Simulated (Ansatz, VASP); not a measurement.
# BP: VASP beside Ansatz

Wanted: the spread between two codes on one cell, functional and k mesh.

Calculated with Ansatz 0.2.0; plane waves, with VASP 6.6.1 beside it; band structure at PBE.

### 1. The starting structure

The structure is cubic, space group F-43m (No. 216). The conventional cell has a = 4.538 Å, b = 4.538 Å, c = 4.538 Å, α = 90.00°, β = 90.00°, γ = 90.00°. Nearest to B lie 4 P at 1.97 Å. Nearest to P lie 4 B at 1.97 Å. Farther neighbours are not listed.

Structure file:

```cif
data_structure
_symmetry_space_group_name_H-M 'P 1'
_symmetry_Int_Tables_number 1
_cell_length_a 3.2089
_cell_length_b 3.2089
_cell_length_c 3.2089
_cell_angle_alpha 60.000
_cell_angle_beta 60.000
_cell_angle_gamma 60.000
_cell_volume 23.36
loop_
_atom_site_label
_atom_site_type_symbol
_atom_site_fract_x
_atom_site_fract_y
_atom_site_fract_z
_atom_site_occupancy
B1 B 0.00000 0.00000 0.00000 1
P2 P 0.25000 0.25000 0.25000 1
```

### 2. VASP: band structure, PBE

Levels along a path test the potential and the projectors away from the mesh points.

Lines of VASP's logs that name or quote its potential files are left out, and so is its time.

Contents of INCAR:

```
SYSTEM = BP
PREC = Accurate
ENCUT = 340
EDIFF = 1E-08
NELM = 100
ISMEAR = 0
SIGMA = 0.01
LREAL = .FALSE.
ALGO = Normal
GGA = PE
NBANDS = 10
LORBIT = 11
LWAVE = .TRUE.
LCHARG = .FALSE.
KPAR = 8
```

Contents of POSCAR:

```
BP
1.0
    0.0000000000      2.2690000000      2.2690000000
    2.2690000000      0.0000000000      2.2690000000
    2.2690000000      2.2690000000      0.0000000000
B P
1 1
Direct
    0.0000000000      0.0000000000      0.0000000000
    0.2500000000      0.2500000000      0.2500000000
```

Contents of KPOINTS:

```
Automatic mesh
0
Gamma
6 6 6
0 0 0
```

Contents of KPOINTS_OPT:

```
Line mode
12
Line-mode
Reciprocal
  0.00000000   0.00000000   0.00000000 GAMMA
  0.50000000   0.00000000   0.50000000 X

  0.50000000   0.00000000   0.50000000 X
  0.50000000   0.25000000   0.75000000 W

  0.50000000   0.25000000   0.75000000 W
  0.37500000   0.37500000   0.75000000 K

  0.37500000   0.37500000   0.75000000 K
  0.00000000   0.00000000   0.00000000 GAMMA

  0.00000000   0.00000000   0.00000000 GAMMA
  0.50000000   0.50000000   0.50000000 L

  0.50000000   0.50000000   0.50000000 L
  0.62500000   0.25000000   0.62500000 U

  0.62500000   0.25000000   0.62500000 U
  0.50000000   0.25000000   0.75000000 W

  0.50000000   0.25000000   0.75000000 W
  0.50000000   0.50000000   0.50000000 L

  0.50000000   0.50000000   0.50000000 L
  0.37500000   0.37500000   0.75000000 K

  0.62500000   0.25000000   0.62500000 U
  0.50000000   0.00000000   0.50000000 X
```

PAW data sets: B_GW and P_GW (PBE family, release 64).

Started as:

```
mpirun -np 8 vasp_std
```

Numbers of over 12 decimals in the logs are rounded to 6 here.

Output:

```text
[banner, memory and clock lines left out]
running    8 mpi-ranks, on    1 nodes
 distrk:  each k-point on    1 cores,    8 groups
 distr:  one band on    1 cores,    1 groups

 POSCAR found type information on POSCAR B P
 POSCAR found :  2 types and       2 ions
|                                                                             |
|           W    W    AA    RRRRR   N    N  II  N    N   GGGG   !!!           |
|           W    W   A  A   R    R  NN   N  II  NN   N  G    G  !!!           |
|           W    W  A    A  R    R  N N  N  II  N N  N  G       !!!           |
|           W WW W  AAAAAA  RRRRR   N  N N  II  N  N N  G  GGG   !            |
|           WW  WW  A    A  R   R   N   NN  II  N   NN  G    G                |
|           W    W  A    A  R    R  N    N  II  N    N   GGGG   !!!           |
|                                                                             |
|     For optimal performance we recommend to set                             |
|       NCORE = 2 up to number-of-cores-per-socket                            |
|     NCORE specifies how many cores store one orbital (NPAR=cpu/NCORE).      |
|     This setting can greatly improve the performance of VASP for DFT.       |
|     The default, NCORE=1 might be grossly inefficient on modern             |
|     multi-core architectures or massively parallel machines. Do your        |
|     Unfortunately you need to use the default for GW and RPA                |
|     calculations (for HF NCORE is supported but not extensively tested      |
|     yet).                                                                   |
|                                                                             |

 LDA part: xc-table for (Slater+PW92), standard interpolation
 POSCAR, INCAR and KPOINTS ok, starting setup
 FFT: planning ... GRIDC
 FFT: planning ... GRID_SOFT
 FFT: planning ... GRID
 WAVECAR not read
 entering main loop
       N       E                     dE             d eps       ncg     rms          rms(c)
DAV:   1     0.854161165107E+01    0.85416E+01   -0.34660E+03   320   0.596E+02
DAV:   2    -0.129403694284E+02   -0.21482E+02   -0.20231E+02   532   0.125E+02
DAV:   3    -0.136149060546E+02   -0.67454E+00   -0.67326E+00   406   0.184E+01
DAV:   4    -0.136225180570E+02   -0.76120E-02   -0.76101E-02   496   0.247E+00
DAV:   5    -0.136225884257E+02   -0.70369E-04   -0.70367E-04   410   0.167E-01    0.450E+00
DAV:   6    -0.129868431306E+02    0.63575E+00   -0.15682E+00   498   0.706E+00    0.205E+00
DAV:   7    -0.128956849550E+02    0.91158E-01   -0.21494E-01   478   0.270E+00    0.784E-01
DAV:   8    -0.128859883688E+02    0.96966E-02   -0.29677E-02   414   0.106E+00    0.916E-02
DAV:   9    -0.128863412957E+02   -0.35293E-03   -0.73286E-04   410   0.200E-01    0.468E-02
DAV:  10    -0.128864924839E+02   -0.15119E-03   -0.21861E-04   382   0.111E-01    0.114E-02
DAV:  11    -0.128864929768E+02   -0.49290E-06   -0.14832E-05   478   0.245E-02    0.409E-03
DAV:  12    -0.128864940058E+02   -0.10290E-05   -0.18600E-06   390   0.113E-02    0.711E-04
DAV:  13    -0.128864938657E+02    0.14007E-06   -0.71177E-08   438   0.174E-03    0.263E-04
DAV:  14    -0.128864938636E+02    0.20586E-08   -0.71815E-09   316   0.598E-04
   1 F= -.12886494E+02 E0= -.12886494E+02  d E =-.303288E-26
 Start KPOINTS_OPT (optional k-point list driver)
k-point batch [1-16\120]
       N       E                     dE             ncg
DAV:   1     0.522723520604E+03   -0.23812E+04      320
DAV:   2     0.166171846061E+03   -0.35655E+03      568
DAV:   3     0.157870447117E+03   -0.83014E+01      424
DAV:   4     0.157808485096E+03   -0.61962E-01      490
DAV:   5     0.157807929274E+03   -0.55582E-03      428
DAV:   6     0.157807924079E+03   -0.51957E-05      500
DAV:   7     0.157807923963E+03   -0.11506E-06      448
DAV:   8     0.157807923963E+03   -0.12625E-09      480
[...]
k-point batch [113-120\120]
       N       E                     dE             ncg
DAV:   1     0.255609580504E+04   -0.21508E+04      160
DAV:   2     0.241276258954E+04   -0.14333E+03      304
DAV:   3     0.241033627110E+04   -0.24263E+01      216
DAV:   4     0.241031697720E+04   -0.19294E-01      278
DAV:   5     0.241031691183E+04   -0.65366E-04      212
DAV:   6     0.241031691097E+04   -0.86117E-06      274
DAV:   7     0.241031691097E+04   -0.61846E-09      210
 writing wavefunctions
```

Parts of OUTCAR (step 2):

```text
ion  position               nearest neighbor table
   1  0.000  0.000  0.000-   2 1.97   2 1.97   2 1.97   2 1.97
   2  0.250  0.250  0.250-   1 1.97   1 1.97   1 1.97   1 1.97

  LATTYP: Found a face centered cubic cell.
 ALAT       =     4.5380000000

 Subroutine GETGRP returns: Found 24 space group operations
 (whereof 24 operations were pure point group operations)

The static configuration has the point symmetry T_d .

 Found     16 irreducible k-points:

   k-points           NKPTS =     16   k-points in BZ     NKDIM =     16   number of bands    NBANDS=     10

   dimension x,y,z NGX =    20 NGY =   20 NGZ =   20
   dimension x,y,z NGXF=    40 NGYF=   40 NGZF=   40

   ENCUT  =  340.0 eV  24.99 Ry    5.00 a.u.   4.82  4.82  4.82*2*pi/ulx,y,z

   NELECT =       8.0000    total number of electrons

 k-points in reciprocal lattice and weights: Automatic mesh
   0.00000000  0.00000000  0.00000000       0.005
   0.16666667  0.00000000  0.00000000       0.037
   0.33333333  0.00000000  0.00000000       0.037
   0.50000000  0.00000000  0.00000000       0.019
   0.16666667  0.16666667  0.00000000       0.028
   0.33333333  0.16666667  0.00000000       0.111
   0.50000000  0.16666667  0.00000000       0.111
  -0.33333333  0.16666667  0.00000000       0.111
  -0.16666667  0.16666667  0.00000000       0.056
[...]
-0.33333333  0.33333333  0.16666667       0.111
  -0.33333333  0.50000000  0.16666667       0.056

 average (electrostatic) potential at core
       1 -25.0907       2 -72.7025

 E-fermi :   7.2114

 k-point     1 :       0.0000    0.0000    0.0000
  band No.  band energies     occupation
      1      -8.3243      2.00000
      2       7.1395      2.00000
      3       7.1395      2.00000
      4       7.1395      2.00000
      5      10.5408      0.00000
      6      10.5408      0.00000
      7      10.5408      0.00000
      8      14.5124      0.00000
      9      18.6606      0.00000
    ...

 k-point     2 :       0.1667    0.0000    0.0000
  band No.  band energies     occupation
      1      -7.8264      2.00000
      2       4.3046      2.00000
      3       6.4757      2.00000
      4       6.4757      2.00000
      5      11.1567      0.00000
      6      11.4438      0.00000
      7      11.4438      0.00000
      8      15.8049      0.00000
      9      18.0116      0.00000
    ...

 k-point     3 :       0.3333    0.0000    0.0000
  band No.  band energies     occupation
      1      -6.4090      2.00000
      2       0.4080      2.00000
      3       5.6732      2.00000
      4       5.6732      2.00000
      5      11.0303      0.00000
      6      11.9922      0.00000
      7      11.9922      0.00000
      8      17.2556      0.00000
      9      18.9582      0.00000
    ...

  Total        0.0918839      0.0918839      0.0918839      0.0000000      0.0000000     -0.0000000
  in kB        6.3011022      6.3011022      6.3011022      0.0000000      0.0000000     -0.0000000
  external PRESSURE =       6.3011022 kB  Pullay stress =       0.0000000 kB

  energy-cutoff  :      340.00
  volume of cell :       23.36
      direct lattice vectors                 reciprocal lattice vectors
     0.000000000  2.269000000  2.269000000    -0.220361393  0.220361393  0.220361393
     2.269000000  0.000000000  2.269000000     0.220361393 -0.220361393  0.220361393
     2.269000000  2.269000000  0.000000000     0.220361393  0.220361393 -0.220361393

 POSITION                                       TOTAL-FORCE (eV/Angst)
 -----------------------------------------------------------------------------------
      0.00000      0.00000      0.00000         0.000000      0.000000     -0.000000
      1.13450      1.13450      1.13450        -0.000000     -0.000000      0.000000
 -----------------------------------------------------------------------------------
    total drift:                               -0.000000     -0.000000     -0.000000

  FREE ENERGIE OF THE ION-ELECTRON SYSTEM (eV)
  ---------------------------------------------------
  free  energy   TOTEN  =       -12.8864938636 eV

  energy  without entropy=      -12.8864938636  energy(sigma->0) =      -12.88649386

 total charge
# of ion       s       p       d       tot
------------------------------------------
    1        0.640   1.207   0.000   1.847
    2        1.085   1.778   0.145   3.008
--------------------------------------------------
tot          1.725   2.985   0.145   4.855

[... 3 further parts left out ...]
```

The run ends at a pressure of 0.63 GPa.

### 3. Ansatz: band structure, PBE

Ansatz runs on its default PAW (the set named soft_2) files.

The same cell, functional, mesh and smearing now go to Ansatz, which takes its cutoff from its data sets.

Contents of input.yaml:

```yaml
crystal:
  lattice:
    - [0.0, 2.269, 2.269]
    - [2.269, 0.0, 2.269]
    - [2.269, 2.269, 0.0]
  atoms:
    - { symbol: B, position: [0.0, 0.0, 0.0] }
    - { symbol: P, position: [0.25, 0.25, 0.25] }
hamiltonian:
  xc: pbe
  pseudopotentials: { kind: paw }
kpoints:
  mp_grid: { grid: [6, 6, 6] }
  band_path:
    path:
      - [0.0, 0.0, 0.0]
      - [0.18182, 0.0, 0.18182]
      - [0.36364, 0.0, 0.36364]
      - [0.40909, 0.0, 0.40909]
      - [0.5, 0.0, 0.5]
      - [0.5, 0.09091, 0.59091]
      - [0.5, 0.18182, 0.68182]
      - [0.5, 0.25, 0.75]
      - [0.45455, 0.29545, 0.75]
      - [0.40909, 0.34091, 0.75]
      - [0.375, 0.375, 0.75]
      - [0.20455, 0.20455, 0.40909]
      - [0.06818, 0.06818, 0.13636]
      - [0.04545, 0.04545, 0.04545]
      - [0.22727, 0.22727, 0.22727]
      - [0.40909, 0.40909, 0.40909]
      - [0.51136, 0.47727, 0.51136]
      - [0.55682, 0.38636, 0.55682]
      - [0.60227, 0.29545, 0.60227]
      - [0.61364, 0.25, 0.63636]
      - [0.56818, 0.25, 0.68182]
      - [0.51136, 0.25, 0.73864]
      - [0.5, 0.29545, 0.70455]
      - [0.5, 0.38636, 0.61364]
      - [0.5, 0.47727, 0.52273]
      - [0.47727, 0.47727, 0.54545]
      - [0.43182, 0.43182, 0.63636]
      - [0.38636, 0.38636, 0.72727]
      - [0.60227, 0.20455, 0.60227]
      - [0.55682, 0.11364, 0.55682]
      - [0.5, 0.0, 0.5]
    npoints: 1
scf:
  occupations: { method: gaussian, width: 0.01 }
  n_extra_bands: 7
output:
  forces: true
  stress: true
  eigenvalues: true
```

Started as:

```
ansatz run input.yaml --threads 2 --pin off --max-ram 4608MiB --backend cpu --events-out ev --progress --plain --runs-dir out
```

Output:

```text
scf.n_extra_bands = 7 over 4 filled bands (N_el = 8.0): the run solves 11 bands
Engine: ansatz 0.2.0, x86_64-unknown-linux-gnu
Pseudopotentials: kind: paw
Pseudopotential: B, paw, valence charge 3, recommended cutoff 420 eV (normal), B.paw.azcp
Pseudopotential: P, paw, valence charge 5, recommended cutoff 420 eV (normal), P.paw.azcp
Functional definition: PBE
  parameter kappa = 0.804
  parameter beta = 0.066725
  exchange = pbe_x(kappa = kappa, mu = beta*pi^2/3)
  correlation = pbe_c(beta = beta)
Crystal: 2 atoms, lattice volume = 23.363 Å³
Basis set: ecut = 420 eV, 459 PW (Γ), exchange–correlation on 48×48×48 points (8 copies of the dense FFT grid, shifted against one another)
Bands: 11, of which v1, the nominal top of the filled ones, is band 4 counted from 1 (3 counted from 0)
Symmetry: 24 space group operations
Space group: F-43m (ITA 216), of the structure as read, at distance tolerance 2.9e-5 Å
k-points: 16 of 216 (time reversal used)
Non-local potential: B, projectors of the file, l = 0: 2, l = 1: 2, l = 2: 1
Non-local potential: P, projectors of the file, l = 0: 2, l = 1: 2, l = 2: 2
PAW form: soft (Blöchl's): semilocal exchange-correlation on the pseudo side does not see the compensation charge
PAW one-centre angular grid: B, 110 points (default); XC on 64 Gauss nodes
PAW one-centre angular grid: P, 110 points (default); XC on 64 Gauss nodes
Initial density: superposition of atomic densities (neutral atoms: chi_scale 0, normalization atom), corrected by the library's trained network
Initial wavefunctions: pseudopotential atomic-orbital guess
Functional: x = pbe(κ = 0.804, μ = 0.219515), c = pbe(β = 0.066725)
SCF iter   1: F=—  HF=-912.429276 eV  |F-HF|=—  |Δ(HF+E_count)|=         —  Δρ=1.30e-3  dr2=3.21e-4  ethr=1.77e-3  ⟨swp⟩=6.1  Hψ=1426  notcnv=0
preconditioner: auto → none  [insulator: Δε(μ)=1.332 eV  Ē_g=16.091 eV  σ=0.010 eV  W_gap=1.00  n_scr=0 (ndim 8)  ℏωp=21.7 eV  f_vac=0.000  D(μ)=0.00/eV (n_scr^D=0)  ε∞_Penn≈2.8]
SCF iter   2: F=—  HF=-912.429379 eV  |F-HF|=—  |Δ(HF+E_count)|=   1.03e-4  Δρ=7.93e-4  dr2=1.40e-4  ethr=4.01e-6  ⟨swp⟩=2.2  Hψ=446  notcnv=0  defer=39
SCF iter   3: F=—  HF=-912.429352 eV  |F-HF|=—  |Δ(HF+E_count)|=   2.68e-5  Δρ=4.02e-4  dr2=1.67e-5  ethr=1.75e-6  ⟨swp⟩=1.9  Hψ=182  notcnv=0  defer=39
SCF iter   4: F=—  HF=-912.429382 eV  |F-HF|=—  |Δ(HF+E_count)|=   2.98e-5  Δρ=1.73e-4  dr2=9.16e-6  ethr=2.08e-7  ⟨swp⟩=2.0  Hψ=214  notcnv=0  defer=39
SCF iter   5: F=—  HF=-912.429380 eV  |F-HF|=—  |Δ(HF+E_count)|=   2.30e-6  Δρ=8.00e-5  dr2=1.93e-6  ethr=1.14e-7  ⟨swp⟩=1.1  Hψ=142  notcnv=0  defer=39
SCF iter   6: F=—  HF=-912.429379 eV  |F-HF|=—  |Δ(HF+E_count)|=   5.30e-7  Δρ=3.08e-5  dr2=2.83e-7  ethr=2.42e-8  ⟨swp⟩=1.5  Hψ=161  notcnv=0  defer=39
SCF iter   7: F=-912.429379 eV  HF=-912.429379 eV  |F-HF|=1.97e-8  |Δ(HF+E_count)|=   7.93e-8  Δρ=9.60e-6  dr2=2.73e-8  ethr=1.25e-9  ⟨swp⟩=7.9  Hψ=852  notcnv=0
SCF 1 converged in 7 iterations: F = -912.429379 eV  dr2 = 2.73e-8
  greatest PAW one-centre occupation: 0.774 electrons in one spin orbital (limit 2), on the P atom at site 1 (counted from 0), in its partial waves of l = 0
NSCF: frozen V_eff on 31 k-points
SCF converged after 7 iterations
Free energy (F): -912.429379 eV
Harris-Foulkes:  -912.429379 eV  (|F-HF|=1.97e-8)
Internal energy: -912.429379 eV  (E = F + TS)
E sigma→0 (E₀):  -912.429379 eV
Fermi energy:    9.937015 eV
--- Per-component energies (eV) ---
  E_band       = 22.235816
  E_kinetic    = 121.800766
  E_local      = -67.992170  (includes V_loc(G=0)·N_el)
  E_nonlocal   = 45.000310
  E_hartree    = 17.092499
  E_xc         = -94.874439
  E_vxc        = -100.549898  (∫ρ·V_xc dr)
  E_paw        = -647.964828  (= ΣΔE_a)
  E_vpaw       = -10.208398  (= ΣTr[D̂ρ^β])
  E_aug_tail   = 0.000001  (compensation charges beyond the density's cutoff)
  E_ewald      = -285.491518
  E_smearing   = -0.000000  (= −TS)
  E_closure    = 0.000000  (closes the sum)
  Σ components = -912.429379   (vs F -912.429379, Δ=0.00e0)
--- Forces (eV/Å), atoms counted from 1 ---
  atom   1  B      0.00000000    -0.00000000    -0.00000000
  atom   2  P     -0.00000000     0.00000000    -0.00000000
  max |Σ_I F_I| component: 2.59e-16 eV/Å
--- Stress (GPa, compression-positive) ---
        1.259055       0.000000      -0.000000
       -0.000000       1.259055       0.000000
        0.000000       0.000000       1.259055
  P = ⅓ Tr σ = 1.2591 GPa (12.591 kbar)
--- Band table (eV; the first three rows and the last of 16) ---
  k-point 0: bands = [-6.1884, 9.2705, 9.2705, 9.2705, 12.6718, 12.6718, 12.6718, 16.6423, ... 3 higher]
  k-point 1: bands = [-5.6909, 6.4355, 8.6061, 8.6061, 13.2874, 13.5739, 13.5739, 17.9293, ... 3 higher]
  k-point 2: bands = [-4.2742, 2.5402, 7.8028, 7.8028, 13.1631, 14.1222, 14.1222, 19.3725, ... 3 higher]
  k-point 15: bands = [-1.1349, 1.0464, 3.9712, 4.0952, 13.0960, 13.7147, 18.3675, 19.0322, ... 3 higher]
```

Wall time 0.59 s (2 threads of AMD EPYC 7B13 (Zen 3), shared host); peak memory 0.32 GiB; 0.98 s of CPU time.

### 4. Differences

Known differences besides the potentials themselves: the cutoff is 420 eV in Ansatz and 340 eV in VASP; VASP leaves aspherical gradient terms in its spheres out (LASPH is not set), Ansatz keeps them. Total energies have different zeros and are not compared.

The two programs side by side:

```tsv
quantity	Ansatz	VASP	difference
gap over the path points (eV)	1.237	1.235	+0.002
```

Levels at points of the path, from each program's valence-band top (eV; 3 filled, then empty):

```tsv
k (reciprocal lattice)	Ansatz	VASP
0.000 0.000 0.000	0.00 0.00 0.00 3.40 3.40 3.40	0.00 0.00 0.00 3.40 3.40 3.40
0.182 0.000 0.182	-2.24 -1.93 -1.93 2.32 6.18 6.18	-2.24 -1.93 -1.93 2.32 6.18 6.18
0.364 0.000 0.364	-6.29 -3.69 -3.69 1.29 2.84 10.24	-6.29 -3.69 -3.69 1.29 2.83 10.24
0.409 0.000 0.409	-7.29 -3.93 -3.93 1.24 2.26 11.13	-7.29 -3.93 -3.93 1.24 2.26 11.14
0.500 0.000 0.500	-8.58 -4.12 -4.12 1.33 1.66 12.08	-8.59 -4.11 -4.11 1.33 1.66 12.08
0.500 0.091 0.591	-8.46 -4.61 -4.57 2.22 2.62 11.01	-8.46 -4.61 -4.57 2.22 2.62 11.02
0.500 0.182 0.682	-8.18 -5.41 -5.27 4.18 4.87 8.69	-8.18 -5.41 -5.27 4.18 4.87 8.70
0.500 0.250 0.750	-8.06 -5.67 -5.47 5.32 6.76 7.24	-8.06 -5.67 -5.47 5.33 6.76 7.24
0.455 0.295 0.750	-8.08 -5.96 -4.80 4.18 6.17 8.10	-8.08 -5.96 -4.80 4.18 6.17 8.11
0.409 0.341 0.750	-8.14 -6.17 -3.83 2.61 6.02 9.19	-8.15 -6.17 -3.83 2.61 6.03 9.20
```

Among the levels compared at these points, filled levels agree within 2 meV and empty ones within 7 meV. Not compared: the pressure (VASP's GW data sets at this cutoff don't carry it).

### 5. Summary of results

| Item | Value |
| --- | --- |
| difference in gap over the path points (band structure, PBE) | 0.0020 eV |

The difference in gap over the path points is 0.0020 eV (band structure, PBE), within the 0.08 eV picked in this series as the mark of a large difference. How closely two codes agree says nothing of how well the functional describes the real material.

[Lines on the potential files, build, host, timing and source positions are cut from VASP's logs without a mark.]

[Logs are printed without paths, hosts, clocks, repeated set-up lines and the standing remarks that a program may print on its own settings, such as how far it seeks lower states.]

[Hosts, paths, dates, database ids (printed as entryN), source tags and the programs' standing remarks are cut or masked in the printed files.]
